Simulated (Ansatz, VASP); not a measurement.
## PtS2 in VASP and in Ansatz

INCAR

```
PREC     = Accurate       # precision mode
ENCUT    = 520            # plane-wave cutoff, eV
EDIFF    = 1E-7           # SCF threshold, eV
ISMEAR   = 0              # smearing method
SIGMA    = 0.011          # smearing width, eV
LREAL    = False          # projectors in reciprocal space
LASPH    = True           # aspherical terms in the spheres
NELM     = 100            # most SCF steps
ALGO     = Normal         # electronic algorithm
ISIF     = 2              # what is computed and relaxed
LWAVE    = False          # write WAVECAR
LCHARG   = False          # write CHGCAR
GGA      = PE             # functional
NBANDS   = 18             # bands
```

The input KPOINTS:

```
regular mesh
0
Gamma
  9 9 5
```

POSCAR

```
PtS2
1.0
    3.5432000000      0.0000000000      0.0000000000
   -1.7716000000      3.0685012107      0.0000000000
    0.0000000000      0.0000000000      5.0388000000
Pt S
1 2
Direct
    0.0000000000      0.0000000000      0.0000000000
    0.6666666667      0.3333333333      0.7730000000
    0.3333333333      0.6666666667      0.2270000000
```

Contents of input.yaml:

```yaml
crystal:
  lattice:
    - [3.5432, 0.0, 0.0]
    - [-1.7716, 3.0685012107, 0.0]
    - [0.0, 0.0, 5.0388]
  atoms:
    - { symbol: Pt, position: [0.0, 0.0, 0.0] }
    - { symbol: S, position: [0.6666666667, 0.3333333333, 0.773] }
    - { symbol: S, position: [0.3333333333, 0.6666666667, 0.227] }
hamiltonian:
  xc: pbe
  pseudopotentials: { kind: paw }
kpoints:
  mp_grid: { grid: [9, 9, 5] }
scf:
  occupations: { method: gaussian, width: 0.011 }
output:
  forces: true
  stress: true
  eigenvalues: true
```

Alike in both runs: task single point; functional PBE; k mesh 9 × 9 × 5; occupations gaussian, width 0.011 eV; no spin polarisation.

```csv
,VASP,Ansatz
version,VASP 6.6.1,Ansatz 0.2.0
potentials or method,"VASP PAW PBE potentials, release 64 (Pt, S)",Ansatz PAW
plane-wave cutoff (eV),520,420
valence electrons in the cell,22,30
```

Ansatz gave:

* gap on the k mesh at the Fermi level (eV): 1.02
* least direct gap on the mesh (eV): 1.07
* pressure (GPa): 11.6
* largest component of the traceless stress (GPa): 1.17
* rms of the force components (eV/Å): 0.592

Problem. What did VASP give for the same quantities?

Solution. gap on the k mesh at the Fermi level (eV): 1.03; least direct gap on the mesh (eV): 1.08; pressure (GPa): 11.1; largest component of the traceless stress (GPa): 0.99; rms of the force components (eV/Å): 0.572.

Atom by atom the forces differ by 0.021 eV/Å (rms over components). The two sets of potentials don't hold the same shells in valence.

Caveats: spin-orbit coupling is left out, which moves the levels of the heavy elements; forces of over 1 eV/Å show positions far from the minimum, so gaps and moduli don't describe the material at rest; an odd mesh through Γ misses points on the zone boundary, where band edges often lie (VASP); odd divisions of the mesh miss points on the zone boundary, where band edges often lie, so the gap on the mesh can be too wide (Ansatz). A hybrid or GW would open this gap; PBE tends to underestimate it.
